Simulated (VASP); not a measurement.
# AlN (F-43m): a series in uniaxial stress along [111]

How do the elastic response and the band edges of AlN follow uniaxial stress along [111]?

Main program and level: VASP 6.6.1; LDA; plane waves and PAW (Al, N); cell typed or built by script, in the first sound run; inputs show where later runs differ.

This is a report of a sequence of runs, with most program output left out.

**1. The starting structure**

The structure is cubic, space group F-43m (No. 216). Conventional cell: a = 4.380 Å, b = 4.380 Å, c = 4.380 Å, α = 90.00°, β = 90.00°, γ = 90.00°. Al has 4 N at 1.90 Å nearest. Nearest to N lie 4 Al at 1.90 Å. Farther neighbours and most contacts between anions are not listed.

Coordinates:

```xyz
2
Lattice="0.0000 2.1900 2.1900 2.1900 0.0000 2.1900 2.1900 2.1900 0.0000" Properties=species:S:1:pos:R:3 pbc="T T T"
Al    0.0000    0.0000    0.0000
N     1.0950    1.0950    1.0950
```

**2. Relax the crystal, LDA**

The series starts from the cell that this level prefers, so that zero strain is near zero stress.

This step took 2 runs in a row; the last is shown.

Level: LDA; plane waves and PAW (Al, N); cell typed or built by script.

INCAR reads:

```
SYSTEM = AlN
PREC = Accurate
ENCUT = 600
EDIFF = 1E-07
NELM = 120
ISMEAR = 0
SIGMA = 0.02
LREAL = .FALSE.
ALGO = Normal
GGA = CA
NBANDS = 10
LASPH = .TRUE.
LORBIT = 11
LWAVE = .FALSE.
LCHARG = .FALSE.
KPAR = 16
IBRION = 2
NSW = 40
ISIF = 3
EDIFFG = -0.005
POTIM = 0.4
```

POSCAR reads:

```
AlN
1.0
    0.0000000000      2.1729629977      2.1729629977
    2.1729629977      0.0000000000      2.1729629977
    2.1729629977      2.1729629977      0.0000000000
Al N
1 1
Direct
    0.0000000000      0.0000000000      0.0000000000
    0.2500000000      0.2500000000      0.2500000000
```

KPOINTS reads:

```
Automatic mesh
0
Gamma
12 12 12
0 0 0
```

PAW data sets: Al and N (LDA family, release 64).

Launch:

```bash
mpirun -np 16 vasp_std
```

The job ended after 3 s (16 MPI ranks of AMD EPYC 7R43, shared host; peak memory 1.9 GiB).

Read from the output:

| Quantity | Value |
| --- | --- |
| energy(sigma→0) of the program | -16.3762 eV |
| stress, compression positive | 0.01 along [111], 0.01 across it (mean), GPa |
| volume | 20.520 Å³ |
| ionic steps | 1 |

**3. Strain across the axis, LDA**

One member in full: the axis is strained by -2 %, and the two directions across it are strained alike until their mean stress is under 0.012 GPa or five steps are spent.

This step took 3 runs, each at a new trial strain with the atoms of the one before; the last is shown.

Level: LDA; plane waves and PAW (Al, N); cell typed or built by script.

Edit INCAR of step 2 so:

```diff
@@ -15,7 +15,7 @@
 LCHARG = .FALSE.
-KPAR = 16
-IBRION = 2
-NSW = 40
-ISIF = 3
-EDIFFG = -0.005
-POTIM = 0.4
+KPAR = 4
+IBRION = 1
+NSW = 25
+ISIF = 2
+EDIFFG = -0.004
+POTIM = 0.3
```

POSCAR reads:

```
AlN
1.0
   -0.0339107540      2.1464591150      2.1464591150
    2.1464591150     -0.0339107540      2.1464591150
    2.1464591150      2.1464591150     -0.0339107540
Al N
1 1
Direct
    0.9987617580      0.9987617580      0.9987617580
    0.2512382420      0.2512382420      0.2512382420
```

KPOINTS is that of step 2.

Launch:

```bash
mpirun -np 4 vasp_std
```

It took 8.8 s on 4 MPI ranks; peak memory 0.51 GiB.

Numbers from this step:

* energy(sigma→0) of the program: -16.3646 eV
* stress, compression positive: 8.78 along [111], -0.01 across it (mean), GPa
* ionic steps: 1

**4. Band edges, HSE06**

Short lines in KPOINTS_OPT sample the zone centre along and across the axis, for masses, and the other valleys.

Level: HSE06; plane waves and PAW (Al, N); cell typed or built by script.

INCAR reads:

```
SYSTEM = AlN
PREC = Accurate
ENCUT = 600
EDIFF = 1E-06
NELM = 100
ISMEAR = 0
SIGMA = 0.02
LREAL = .FALSE.
ALGO = Normal
LHFCALC = .TRUE.
AEXX = 0.25
GGA = PE
HFSCREEN = 0.2
LASPH = .TRUE.
NBANDS = 9
PRECFOCK = Fast
LWAVE = .FALSE.
LCHARG = .FALSE.
KPAR = 4
```

POSCAR is that of step 3.

KPOINTS reads:

```
Automatic mesh
0
Gamma
6 6 6
0 0 0
```

KPOINTS_OPT reads:

```
Line mode
6
Line-mode
Reciprocal
  0.00000000   0.00000000   0.00000000
  0.01956762   0.01956762   0.01956762

  0.00000000   0.00000000   0.00000000
 -0.01226889   0.01226889   0.00000000

  0.31000000   0.31000000   0.00000000
  0.50000000   0.50000000   0.00000000

  0.00000000   0.31000000   0.31000000
  0.00000000   0.50000000   0.50000000

  0.45000000   0.45000000   0.45000000
  0.50000000   0.50000000   0.50000000

  0.45000000   0.00000000   0.00000000
  0.50000000   0.00000000   0.00000000

  0.42500000   0.42500000   0.00000000
  0.42473015   0.44208098   0.01708098

  0.50000000   0.50000000   0.50000000
  0.48773111   0.51226889   0.50000000
```

Launch:

```bash
mpirun -np 4 vasp_std
```

Elapsed: 2.9 min, on 4 MPI ranks; peak memory 0.93 GiB; 12 min of CPU time.

Numbers from this step:

* energy(sigma→0) of the program: -17.4471 eV

**5. The table**

Hybrid runs start from orbitals of a short LDA run, not shown.

Runs beyond LDA use the data sets made with LDA; this shifts their levels slightly, and their total energies have another zero.

The other members went through these steps as far as the tables show, with the same cutoff and, step by step, the same mesh; 43 runs are not shown. The session took 2.1 core hours (wall time by ranks) on a shared machine.

| strain along the axis (%) | strain across the axis (%) | stress along the axis, tension positive (GPa) | energy above the unstrained row (meV/atom) | gap on the mesh, LDA (eV) |
| --- | --- | --- | --- | --- |
| -2.000 | 0.341 | -8.776 | 5.781 | 3.083 |
| -1.500 | 0.252 | -6.556 | 3.278 | 3.122 |
| -1.000 | 0.166 | -4.366 | 1.479 | 3.159 |
| -0.500 | 0.083 | -2.183 | 0.386 | 3.195 |
| 0 | 0.000 | -0.010 | 0.000 | 3.230 |
| 0.500 | -0.076 | 2.155 | 0.301 | 3.211 |
| 1.000 | -0.149 | 4.333 | 1.296 | 3.191 |
| 1.500 | -0.221 | 6.478 | 2.976 | 3.170 |
| 2.000 | -0.287 | 8.605 | 5.332 | 3.148 |

Slopes at zero strain, from cubics through all rows: strain ratio -0.158, stress over strain 435 GPa.

Band edges at HSE06, counted from the valence-band top at Γ, with one row partly withheld:

| strain along the axis (%) | gap (eV) | conduction band at Γ (eV) | Δ or X valley along z (eV) | Δ or X valley along x (eV) | lowest conduction level at L, [111] (eV) | lowest conduction level at L, [-111] (eV) | second valence level below the top (eV) | third valence level below the top (eV) |
| --- | --- | --- | --- | --- | --- | --- | --- | --- |
| -2.000 | 4.454 | 5.694 | 4.454 | 4.454 | 8.827 | 9.083 | 0.209 | 0.209 |
| -1.500 | 4.491 | 5.705 | 4.491 | 4.491 | 8.879 | 9.073 | 0.157 | 0.157 |
| -1.000 | 4.526 | 5.713 | 4.527 | 4.527 | 8.931 | 9.061 | 0.104 | 0.104 |
| -0.500 | 4.560 | 5.718 | 4.560 | 4.560 | 8.982 | 9.048 | 0.052 | 0.052 |
| 0 | 4.592 | 5.721 | 4.592 | 4.592 | 9.033 | 9.033 | 0.000 | 0.000 |
| 0.500 | 4.571 | 5.668 | 4.571 | 4.571 | 9.031 | 8.964 | 0.000 | 0.051 |
| 1.000 | 4.550 | 5.614 | 4.550 | 4.550 | 9.030 | 8.895 | 0.000 | 0.098 |
| 1.500 | 4.527 | 5.557 | 4.527 | 4.527 | ? | 8.825 | 0.000 | 0.146 |
| 2.000 | 4.503 | 5.498 | 4.503 | 4.503 | 9.028 | 8.753 | 0.000 | 0.192 |

Conduction masses, in electron masses:

| strain along the axis (%) | conduction mass at Γ, along the strain axis or the normal of the plane | conduction mass at Γ, across the strain axis or in the plane |
| --- | --- | --- |
| -2.000 | 0.317 | 0.292 |
| -1.500 | 0.312 | 0.293 |
| -1.000 | 0.305 | 0.292 |
| -0.500 | 0.303 | 0.294 |
| 0 | 0.297 | 0.297 |
| 0.500 | 0.290 | 0.297 |
| 1.000 | 0.285 | 0.299 |
| 1.500 | 0.277 | 0.298 |
| 2.000 | 0.273 | 0.300 |

**6. Working out the slope**

The quantity to fit is the splitting of the lowest conduction levels at the L points ([111] less [-111]) at HSE06: -0.257, -0.194, -0.131, -0.066, 0.000, 0.067, 0.135, 0.274 eV in the rows shown.

A least-squares parabola through the 8 rows shown, with d the strain along the axis less the strain across it, in %: E = 0.002256 d² + 0.1149 d + 2.81e-5 (eV), r.m.s. residual 1.2e-4 eV.

For the withheld row, d = 1.721, the fit gives 0.2043 eV.

**7. The withheld row**

The calculation gives 0.2045 eV, so the prediction is 0.0002 eV too low.

The splitting is Ξu times 8/9 of d, with d as a fraction, so the linear term gives Ξu = 12.9 eV.

**8. What came out**

```json
{
 "Poisson ratio": "0.158",
 "Young's modulus along the axis": "435 GPa",
 "gap of the unstrained cell, HSE06": "4.59 eV",
 "shear deformation potential Ξu of the lowest conduction levels at L": "12.9 eV",
 "error of the predicted row": "-0.2 meV"
}
```

What this shows: As a check, the curvature of the energy gives 435 GPa for the same modulus (energy per volume = E/2 × strain²), 0 % from the slope of the stress. The energy also has a linear term worth 0.13 GPa that the stress column lacks, a mark of the finite basis. At HSE06 the lowest conduction valley is Δ or X throughout, and the gap runs between 4.45 and 4.59 eV. Hole masses are left out throughout, since the top bands are degenerate or cross in many series; of conduction masses, those of the Γ, L and (for Si and Ge under (001) strain) Δ valleys are kept where they change by under an eighth between rows. HSE06 ran on a coarser mesh than the semilocal levels. Spin-orbit coupling is left out at HSE06, so the valence splittings there lack it. Δ or X levels are the lowest on their line, refined by a parabola unless they lie at X; the gap is read from all points sampled and can differ from the lowest valley by some meV, or by tens of meV where strain moves the valence top off Γ. Temperature, zero-point motion and excitons are left out.

[Lines on the potential files, build, host, timing and source positions are cut from VASP's logs without a mark.]

[Logs are printed without paths, hosts, clocks, repeated set-up lines and the standing remarks that a program may print on its own settings, such as how far it seeks lower states.]

[Hosts, paths, dates, database ids (printed as entryN), source tags and the programs' standing remarks are cut or masked in the printed files.]

[In band tables of VASP the shares of atoms and orbitals are scaled to a sum of 1 inside the atoms' spheres.]
